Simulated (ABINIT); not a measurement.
# Ti: single point with r2SCAN

The system is Ti.

```xyz
1
Lattice="0.0000 2.0300 2.0300 2.0300 0.0000 2.0300 2.0300 2.0300 0.0000" Properties=species:S:1:pos:R:3 pbc="T T T"
Ti    0.0000    0.0000    0.0000
```

This isn't the form of Ti at room conditions, which is hcp.

* Program: ABINIT 10.8.3 (patched build)
* Task: single point
* Functional: r2SCAN
* Potentials or basis: JTH PAW PBE v2.0
* Cutoff: 490 eV
* k mesh: 11 × 11 × 11
* Occupations: fermi-dirac, width 0.05 eV
* Spin: no spin polarisation
* Fine-grid cutoff: 979.61 eV

| Property | Result |
| --- | --- |
| Pressure | 3.2 GPa |
| Band gap on the k mesh | none (metal or under the smearing width) |
| Valence electrons inside the program's atomic spheres | Ti 10.17 (radii [1.2214] Å) |

Levels at points of the mesh, in eV from the Fermi level:
```csv
k point,band 3,band 4,band 5,band 6,band 7,band 8,band 9,band 10
"(0.00, 0.00, 0.00)",-33.74,-33.74,-6.56,1.02,1.02,1.02,2.91,2.91
```

Run time: 32 s on 1 thread of Arm Neoverse V1, on a shared host, peak memory 0.1 GiB.

Caveat: the PAW data sets were made with another functional, which shifts forces and pressure a little.
